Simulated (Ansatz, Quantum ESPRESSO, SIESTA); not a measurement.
## MgS: 3 runs at one level of theory

```
S Mg
1.0
     4.03462    0.00000    0.00000
    -2.01731    3.49409    0.00000
     0.00000    0.00000    6.43229
S Mg
2 2
Cartesian
  2.0173 1.1647 5.6556
  0.0000 2.3294 2.4394
  0.0000 2.3294 6.4050
  2.0173 1.1647 3.1888
```

The cell comes from a database or a generator and needn't be the stable form of this composition.

Alike in all runs: task band structure; functional LDA; k mesh 8 × 8 × 4; occupations fermi-dirac, width 0.05 eV; no spin polarisation; no spin-orbit coupling. LDA stands for any of its common fits. Pressure is positive in compression and, in plane waves, holds the error of the finite cutoff. Gaps are the smaller of the mesh's and the band path's.

```tsv
program and potentials	plane-wave cutoff (eV)	notes	band gap (eV)	pressure (GPa)	largest force (eV/Å)
SIESTA, files PseudoDojo sr-lda-0.4.1-standard, DZP (energy shift 0.003 Ry; two zetas on semicore shells)	-	atomic basis	3.17	-0.23	0.050
Quantum ESPRESSO, GBRV 1.5 LDA	612	-	3.15	-2.13	0.052
Ansatz, all-electron LAPW, scalar-relativistic	-	-	3.15	-2.05	0.052
```

Force on atom 1 (S), eV/Å:

```tsv
program and potentials	x	y	z
SIESTA, files PseudoDojo sr-lda-0.4.1-standard, DZP (energy shift 0.003 Ry; two zetas on semicore shells)	0.000	0.000	-0.050
Quantum ESPRESSO, GBRV 1.5 LDA	0.000	0.000	-0.052
Ansatz, all-electron LAPW, scalar-relativistic	0.000	0.000	-0.052
```

The band gap spans 3.15 (Quantum ESPRESSO, GBRV 1.5 LDA) to 3.17 eV (SIESTA, files PseudoDojo sr-lda-0.4.1-standard, DZP (energy shift 0.003 Ry; two zetas on semicore shells)), with all-electron results at 3.15. The pressure spans -2.13 (Quantum ESPRESSO, GBRV 1.5 LDA) to -0.23 GPa (SIESTA, files PseudoDojo sr-lda-0.4.1-standard, DZP (energy shift 0.003 Ry; two zetas on semicore shells)), with all-electron results at -2.05. Rows in atomic bases carry the error of their basis and grid, which can be large.

The functional is the same throughout but for its coding, so the spread measures potentials, basis and numerics; runs on potential files found faulty are left out.
